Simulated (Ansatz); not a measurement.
## SrTe (Fm-3m) from LDA to hybrids

All numbers come from Ansatz. Calculated for a static, non-magnetic cell.

Structure: SrTe (Fm-3m) from a database of computed structures, at its r2SCAN minimum. The symmetry is Fm-3m (No. 225, cubic); a = 6.705 Å in the conventional setting, 37.68 Å³ an atom. Around Sr lie 6 Te at 3.35 Å; around Te lie 6 Sr at 3.35 Å.

Gaps on the r2SCAN cell, each the least over its mesh and the special points:
```
                                    level  k mesh  gap (eV)      kind         edges  least direct gap (eV)
                                      LDA   6×6×6      1.65  indirect         Γ → X                   2.38
                                      PBE   6×6×6      1.77  indirect         Γ → X                   2.49
                                  PBE+SOC   6×6×6      1.49  indirect         Γ → X                   2.25
                                   r2SCAN   6×6×6      2.17  indirect         Γ → X                   2.91
                                  r2SCANh   4×4×4      2.66  indirect         Γ → X                   3.43
                                    HSE06   4×4×4      2.49  indirect         Γ → X                   3.30
                                HSE06+SOC   4×4×4      2.19  indirect         Γ → X                   3.03
                                 DDH-PBE0   4×4×4      2.69  indirect         Γ → X                   3.49
                                     PBE0   4×4×4      3.15  indirect         Γ → X                   3.98
                             Hartree-Fock   4×4×4      7.80  indirect         Γ → X                   8.86
G0W0@PBE (224 empty bands, 120 eV, 4×4×4)   4×4×4      2.87         –  Γ → X (mesh)                      –
G0W0@PBE (558 empty bands, 220 eV, 4×4×4)   4×4×4      2.95         –  Γ → X (mesh)                      –
```
PBE: smearing of 0.02 eV; the others have fixed occupations.
Wave cutoffs: 420 eV, 500 eV (r2SCAN, r2SCANh).
The G0W0 gap is PBE's gap over the path plus the quasiparticle shift read on the mesh. No extrapolation in bands, cutoff or mesh was made for G0W0.

HSE06 gives an indirect gap of 2.49 eV, from Γ to X; the least direct gap is 3.30 eV at X. Spin-orbit coupling changes the PBE gap by -0.28 eV, to 1.49 eV; at Γ the threefold valence level splits into a fourfold and a twofold level 0.87 eV apart, the fourfold one on top. Spin-orbit coupling changes the HSE06 gap by -0.30 eV, to 2.19 eV; at Γ the threefold valence level splits into a fourfold and a twofold level 0.93 eV apart, the fourfold one on top.

Set against the finite-basis gap of 2.95 eV from G0W0@PBE (558 empty bands, 220 eV, 4×4×4), the closest functional is PBE0, which differs by +0.20 eV. The others: DDH-PBE0 -0.26, r2SCANh -0.29, HSE06 -0.46, r2SCAN -0.78, PBE -1.18, LDA -1.30, Hartree-Fock +4.85 eV. The yardstick's own error is a tenth of an eV or more. r2SCAN covers 55 % of the step from PBE to HSE06. Spin-orbit coupling moves the least or the direct gap by up to 0.30 eV, so it has to be included where a tenth of an eV counts. All these functionals give a gap of the same kind, indirect.

r2SCAN (ground state on 6×6×6): The clamped-ion dielectric constant comes out as 5.32 in all directions. Born charges, averaged over directions: Sr +2.37, Te -2.37 e. PBE (ground state on 6×6×6): The clamped-ion dielectric constant comes out as 5.94 in all directions. Born charges, averaged over directions: Sr +2.42, Te -2.42 e.

Only the levels marked +SOC include spin-orbit coupling.

The meshes of the hybrids are coarse, so their gaps aren't converged to the digits shown.
